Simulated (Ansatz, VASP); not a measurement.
ZnS: VASP beside Ansatz

```
Zn S
1.0
     3.84549    0.00000    0.00000
    -1.92275    3.33029    0.00000
     0.00000    0.00000    6.30533
Zn S
2 2
Direct
  0.33333 0.66667 0.00522
  0.66667 0.33333 0.50522
  0.33333 0.66667 0.37978
  0.66667 0.33333 0.87978
```

Alike in both runs: task single point; functional PBE; k mesh 12 × 12 × 6; occupations gaussian, width 0.05 eV; no spin polarisation.

|  | VASP | Ansatz |
| --- | --- | --- |
| version | VASP 6.6.1 | Ansatz 0.2.0 |
| potentials or method | VASP PAW PBE potentials, release 64 (Zn, S) | scalar-relativistic, plane waves, PAW |
| plane-wave cutoff (eV) | 520 | 420 |
| valence electrons in the cell | 36 | 36 |

|  | VASP | Ansatz | Ansatz less VASP |
| --- | --- | --- | --- |
| gap on the k mesh at the Fermi level (eV) | 2.08 | 2.08 | -0.003 |
| least direct gap on the mesh (eV) | 2.08 | 2.08 | -0.003 |
| pressure (GPa) | 0.1 | 0.0 | -0.14 |

With one functional, cell and mesh, what is left measures potentials, basis and numerics.

A k mesh can miss the band edges. Expect the measured gap to be larger: semilocal functionals such as PBE lack the derivative discontinuity.
